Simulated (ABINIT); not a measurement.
# Au (Fm-3m) in ABINIT: further runs, part 2 of 3

ABINIT 10.8.3 (patched build). Earlier steps stand in the parts before.

### 3 Band structure, LDA

run.abi

```
# Datasets: ground state, then fixed potential
ndtset 2

# Pseudopotentials
pp_dirpath "./"
pseudos "Au.upf"

# Structure
acell 3*1.0
rprim
     0.0000000000     3.8455926636     3.8455926636
     3.8455926636     0.0000000000     3.8455926636
     3.8455926636     3.8455926636     0.0000000000
ntypat 1
znucl 79
natom 1
typat 1
xred
     0.0000000000     0.0000000000     0.0000000000

# Plane-wave basis
ecut 32.0

# Exchange and correlation
ixc 7

# Bands and occupations
occopt 3
tsmear 0.05 eV

# SCF cycle
nstep 100

# Output
iomode 3
prtwf 0
prteig 0
prtebands 0
prtden1 1

# Dataset 1
kptopt1 1
ngkpt1 11 11 11
nshiftk1 1
shiftk1 0.0 0.0 0.0
nband1 14
tolvrs1 1.0e-10

# Dataset 2: bands along G-X-W-K-G-L-U-W-L-K
iscf2 -2
getden2 1
nband2 18
nbdbuf2 2
tolwfr2 1.0e-12
kptopt2 -9
ndivsm2 5
prteig2 1
kptbounds2
     0.0000000000     0.0000000000     0.0000000000
     0.5000000000     0.0000000000     0.5000000000
     0.5000000000     0.2500000000     0.7500000000
     0.3750000000     0.3750000000     0.7500000000
     0.0000000000     0.0000000000     0.0000000000
     0.5000000000     0.5000000000     0.5000000000
     0.6250000000     0.2500000000     0.6250000000
     0.5000000000     0.2500000000     0.7500000000
     0.5000000000     0.5000000000     0.5000000000
     0.3750000000     0.3750000000     0.7500000000
```

Potentials or basis: PseudoDojo NC SR LDA v0.4 stringent.

The run is started by

```console
> abinit run.abi > log 2>&1
```

run.abo:

```text
.Version 10.8.3 of ABINIT
 DATASET    1 : space group Fm -3 m (#225); Bravais cF (face-center cubic)
================================================================================
 Values of the parameters that define the memory need for DATASET  1.
     intxc =       0    ionmov =       0      iscf =       7    lmnmax =       7
     lnmax =       7     mgfft =      30  mpssoang =       4    mqgrid =    3001
     natom =       1  nloc_mem =       1    nspden =       1   nspinor =       1
    nsppol =       1      nsym =      48    n1xccc =    2501    ntypat =       1
    occopt =       3   xclevel =       1
       mpw =         998          nfft =       27000          nkpt =          56
================================================================================
================================================================================

 DATASET    2 : space group Fm -3 m (#225); Bravais cF (face-center cubic)
================================================================================
 Values of the parameters that define the memory need for DATASET  2.
     intxc =       0    ionmov =       0      iscf =      -2    lmnmax =       7
     lnmax =       7     mgfft =      30  mpssoang =       4    mqgrid =    3001
     natom =       1  nloc_mem =       1    nspden =       1   nspinor =       1
    nsppol =       1      nsym =      48    n1xccc =    2501    ntypat =       1
    occopt =       3   xclevel =       1
       mpw =        1002          nfft =       27000          nkpt =          87
================================================================================
================================================================================

--------------------------------------------------------------------------------
------------- Echo of variables that govern the present computation ------------
--------------------------------------------------------------------------------
 -outvars: echo values of preprocessed input variables --------
            acell      1.0000000000E+00  1.0000000000E+00  1.0000000000E+00 Bohr
              amu      1.96966540E+02
             ecut      3.20000000E+01 Hartree
           getden1          0
           getden2          1
             iscf1          7
             iscf2         -2
                       outvar_i_n : Printing only first  50 k-points.
              ixc           7
           jdtset        1    2
                       outvar_i_n : Printing only first  50 k-points.
           kptopt1          1
           kptopt2         -9
         kptrlatt       11    0    0      0   11    0      0    0   11
          kptrlen1     5.98233823E+01
          kptrlen2     3.00000000E+01
            natom           1
            nband1         14
            nband2         18
           nbdbuf1          0
           nbdbuf2          2
           ndtset           2
           ndivsm1          0
           ndivsm2          5
            ngfft          30      30      30
             nkpt1         56
             nkpt2         87
            nstep         100
             nsym          48
           ntypat           1
                       prtocc : prtvol=0, do not print more k-points.
           occopt           3
        prtebands           0
           prteig1          0
           prteig2          1
            prtwf           0
            rprim      0.0000000000E+00  3.8455926636E+00  3.8455926636E+00
                       3.8455926636E+00  0.0000000000E+00  3.8455926636E+00
                       3.8455926636E+00  3.8455926636E+00  0.0000000000E+00
           shiftk1     0.00000000E+00  0.00000000E+00  0.00000000E+00
           shiftk2     5.00000000E-01  5.00000000E-01  5.00000000E-01
[... 203 lines left out ...]
  3.0062E-01  3.0062E-01  3.5600E-01  3.5778E-01  1.0086E+00  1.1444E+00
  1.1514E+00  1.1514E+00  1.3542E+00  1.4755E+00  1.4755E+00  1.5053E+00
[... 581 lines left out ...]
 Non-SCF case, kpt   86 (  0.38889  0.38889  0.72222), residuals and eigenvalues=
  8.51E-13  2.86E-13  2.58E-13  5.24E-13  5.93E-13  8.27E-13  5.13E-13  6.48E-13
  2.41E-13  2.38E-13  1.42E-13  4.93E-13  1.65E-13  5.02E-13  5.75E-13  2.01E-13
  5.91E-13  3.59E-05
 -3.4127E+00 -1.6237E+00 -1.6223E+00 -1.6197E+00  2.3668E-01  2.6339E-01
  3.2146E-01  3.6069E-01  3.9522E-01  5.9718E-01  6.5011E-01  7.6166E-01
  9.5766E-01  1.1128E+00  1.3815E+00  1.4197E+00  1.4491E+00  1.6836E+00
 Non-SCF case, kpt   87 (  0.37500  0.37500  0.75000), residuals and eigenvalues=
  5.03E-13  1.47E-13  1.20E-13  8.53E-13  3.50E-13  4.22E-13  1.08E-13  1.65E-13
  5.46E-13  1.33E-13  6.00E-13  7.25E-13  1.67E-13  9.90E-13  6.92E-13  4.96E-13
  1.26E-11  5.93E-05
 -3.4127E+00 -1.6239E+00 -1.6222E+00 -1.6199E+00  2.3298E-01  2.5644E-01
  3.3123E-01  3.6795E-01  3.9764E-01  6.1244E-01  6.4522E-01  7.4860E-01
  9.3637E-01  1.1224E+00  1.3504E+00  1.4252E+00  1.4731E+00  1.6871E+00

--- !ResultsGS
iteration_state: {dtset: 2, }
comment   : Summary of ground state results
lattice_vectors:
- [  0.0000000,   3.8455927,   3.8455927, ]
- [  3.8455927,   0.0000000,   3.8455927, ]
- [  3.8455927,   3.8455927,   0.0000000, ]
lattice_lengths: [   5.43849,    5.43849,    5.43849, ]
lattice_angles: [ 60.000,  60.000,  60.000, ] # degrees, (23, 13, 12)
lattice_volume:   1.1374173E+02
convergence: {deltae:  0.000E+00, res2:  0.000E+00, residm:  9.965E-13, diffor:  0.000E+00, }
etotal    :  -1.47554053E+02
entropy   :   0.00000000E+00
fermie    :   4.73835343E-01
cartesian_stress_tensor: null
pressure_GPa: null
xred      :
- [  0.0000E+00,   0.0000E+00,   0.0000E+00, Au]
cartesian_forces: null
force_length_stats: {min: null, max: null, mean: null, }
...

 Integrated electronic density in atomic spheres:
 ------------------------------------------------
 Atom  Sphere_radius  Integrated_density
    1        2.00000         15.56443536
================================================================================

 ----iterations are completed or convergence reached----

 Mean square residual over all n,k,spin=   38.656E-14; max=  99.652E-14
 reduced coordinates (array xred) for    1 atoms
       0.000000000000      0.000000000000      0.000000000000

 cartesian coordinates (angstrom) at end:
    1      0.00000000000000     0.00000000000000     0.00000000000000
 length scales=  1.000000000000  1.000000000000  1.000000000000 bohr
              =  0.529177210544  0.529177210544  0.529177210544 angstroms
 Eigenvalues (hartree) for nkpt=  87  k points:
 kpt#   1, nband= 18, wtk=  1.00000, kpt=  0.0000  0.0000  0.0000 (reduced coord)
  -3.41329   -1.61725   -1.61725   -1.61725    0.10385    0.29961    0.29961    0.29961
   0.35727    0.35727    1.00582    1.15242    1.15242    1.15242    1.33943    1.50372
   1.50372    1.50372
 kpt#   2, nband= 18, wtk=  1.00000, kpt=  0.0357  0.0000  0.0357 (reduced coord)
  -3.41330   -1.61736   -1.61730   -1.61730    0.10606    0.29843    0.30062    0.30062
   0.35600    0.35778    1.00859    1.14440    1.15138    1.15138    1.35424    1.47546
   1.47546    1.50525
 kpt#   3, nband= 18, wtk=  1.00000, kpt=  0.0714  0.0000  0.0714 (reduced coord)
  -3.41328   -1.61766   -1.61742   -1.61742    0.11267    0.29499    0.30363    0.30363
   0.35230    0.35926    1.01674    1.12631    1.14732    1.14732    1.39164    1.43503
   1.43503    1.48572
 kpt#   4, nband= 18, wtk=  1.00000, kpt=  0.1071  0.0000  0.1071 (reduced coord)
  -3.41324   -1.61815   -1.61761   -1.61761    0.12348    0.28957    0.30861    0.30861
   0.34657    0.36168    1.02976    1.10673    1.13762    1.13762    1.40251    1.40251
   1.40416    1.45580
 kpt#   5, nband= 18, wtk=  1.00000, kpt=  0.1429  0.0000  0.1429 (reduced coord)
[... 317 lines left out ...]
   0.39586    0.57844    0.60279    0.85431    1.00721    1.08222    1.40610    1.40870
   1.45685    1.65131
 kpt#  85, nband= 18, wtk=  1.00000, kpt=  0.4028  0.4028  0.6944 (reduced coord)
  -3.41276   -1.62390   -1.62198   -1.61953    0.23948    0.27005    0.31337    0.35051
   0.39493    0.58664    0.62924    0.80365    0.98183    1.09913    1.40723    1.41420
   1.43625    1.67851
 kpt#  86, nband= 18, wtk=  1.00000, kpt=  0.3889  0.3889  0.7222 (reduced coord)
  -3.41274   -1.62372   -1.62233   -1.61971    0.23668    0.26339    0.32146    0.36069
   0.39522    0.59718    0.65011    0.76166    0.95766    1.11282    1.38152    1.41968
   1.44912    1.68359
 kpt#  87, nband= 18, wtk=  1.00000, kpt=  0.3750  0.3750  0.7500 (reduced coord)
  -3.41272   -1.62389   -1.62223   -1.61985    0.23298    0.25644    0.33123    0.36795
   0.39764    0.61244    0.64522    0.74860    0.93637    1.12240    1.35038    1.42522
   1.47313    1.68715

== END DATASET(S) ==============================================================
================================================================================

 -outvars: echo values of variables after computation  --------
            acell      1.0000000000E+00  1.0000000000E+00  1.0000000000E+00 Bohr
           etotal1    -1.4755405331E+02
            fcart1    -0.0000000000E+00 -0.0000000000E+00 -0.0000000000E+00
            rprim      0.0000000000E+00  3.8455926636E+00  3.8455926636E+00
                       3.8455926636E+00  0.0000000000E+00  3.8455926636E+00
                       3.8455926636E+00  3.8455926636E+00  0.0000000000E+00
           strten1     1.7512979816E-04  1.7512979816E-04  1.7512979816E-04
                       0.0000000000E+00  0.0000000000E+00  0.0000000000E+00
 Calculation completed.
```

Wall time 34 s (1 thread of Arm Neoverse V2, shared host); peak memory 0.11 GiB.

Results:

```yaml
Free_energy: -4015.1503 eV
Pressure: -5.2 GPa
Band_gap_on_the_k_mesh: none (metal or under the smearing width)
Valence_electrons_inside_the_program's_atomic_spheres: Au 15.56 (radii [1.0584] Å)
```

Levels at the corners of the path, in eV from the Fermi level:
```
point  band 6  band 7  band 8  band 9  band 10  band 11  band 12  band 13
    Γ   -4.74   -4.74   -4.74   -3.17    -3.17    14.48    18.47    18.47
    X   -6.85   -1.98   -1.61   -1.61     0.91     5.76     9.95     9.95
    W   -5.23   -5.23   -3.34   -1.61     4.65     6.29     6.29     9.50
    K   -5.92   -3.88   -2.88   -2.07     3.77     4.66     7.48    12.59
    Γ   -4.74   -4.74   -4.74   -3.17    -3.17    14.48    18.47    18.47
    L   -4.78   -4.78   -1.94   -1.94    -1.07     3.07    13.94    17.09
    U   -5.92   -3.88   -2.88   -2.07     3.77     4.66     7.48    12.59
    W   -5.23   -5.23   -3.34   -1.61     4.65     6.29     6.29     9.50
    L   -4.78   -4.78   -1.94   -1.94    -1.07     3.07    13.94    17.09
    K   -5.92   -3.88   -2.88   -2.07     3.77     4.66     7.48    12.59
```

Caveat: spin-orbit coupling is left out, which moves the levels of the heavy elements.

[end of part 2 of 3]
